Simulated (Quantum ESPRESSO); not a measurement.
# YN under changes of volume

One of the cells (14.500 Å³/atom); the others are scaled copies at fixed shape and fractional positions:

```
CELL_PARAMETERS angstrom
0.00000 2.43850 2.43850
2.43850 0.00000 2.43850
2.43850 2.43850 0.00000
ATOMIC_POSITIONS crystal
Y 0.00000 0.00000 0.00000
N 0.50000 0.50000 0.50000
```

```yaml
Program: Quantum ESPRESSO 7.5
Functional: r2SCAN
Potentials_or_basis: SG15 PBE 1.2
Cutoff: 1197 eV
Density_cutoff: 4789 eV
k_mesh: 7 × 7 × 7
Occupations: fermi-dirac, width 0.05 eV
Spin: no spin polarisation
```

```tsv
volume (Å³/atom)	energy over the lowest point (meV/atom)	pressure (GPa)	gap on the mesh (eV)
13.630	43.65	14.5	0.55
13.920	21.65	9.9	0.59
14.210	?	?	?
14.500	0.56	2.0	0.66
14.790	0.00	-1.4	0.69
15.080	5.25	-4.4	0.72
15.370	15.72	-7.2	0.75
```

**Question.** What does the run at 14.210 Å³/atom give?

**Answer.** Energy over the lowest point 7.54 meV/atom; pressure 5.7 GPa; gap on the mesh 0.63 eV.

Worked out: A Birch-Murnaghan fit of order 3 (a polynomial in V^(-2/3)) to the other rows has its minimum at 14.67 Å³/atom with B0 = V·E''(V) = 169 GPa and B' = 4.2. It gives 7.54 meV/atom at 14.210 Å³/atom, against the run's 7.54, and -dE/dV = 5.8 GPa, against 5.7. A straight line through the other rows of the gap, of slope 1.66 eV per unit of ln V, gives 0.62 eV, against the run's 0.63.

Energies are extrapolated to zero smearing.

Caveats: the potentials were made for another functional, which shifts forces and pressure; an odd mesh through Γ misses points on the zone boundary, where band edges often lie. Spin-orbit coupling on Y is left out.
